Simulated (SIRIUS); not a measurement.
Si2Mo:

```
Mo Si
1.0
    -1.60000    1.60000    3.93050
     1.60000   -1.60000    3.93050
     1.60000    1.60000   -3.93050
Mo Si
1 2
Direct
  0.00000 0.00000 0.00000
  0.66700 0.66700 0.00000
  0.33300 0.33300 0.00000
```

Base run:

* Program: SIRIUS 7.10.0
* Functional: PBE
* Potentials or basis: PseudoDojo 0.4.1 PBE standard (scalar relativistic)
* Cutoff: 1102 eV
* Density cutoff: 4408 eV
* k mesh: 8 × 8 × 8
* Occupations: fermi-dirac, width 0.05 eV
* Spin: no spin polarisation
* Hubbard terms: Mo d U = 8 eV

Its results: band gap on the k mesh 0.00 eV; pressure 1.7 GPa; largest force 0.853 eV/Å.

**Question.** The run is repeated on the same cell with these changes: hubbard terms from Mo d U = 8 eV to Mo d U = 4 eV. What comes out?

**Answer.** Band gap on the k mesh none (metal or under the smearing width); pressure 1.2 GPa; largest force 0.531 eV/Å.

Caveats: the U is typed as a test and isn't derived for this compound; U without spin polarisation on a metal has little footing (some runs).

A k mesh can miss the band edges.
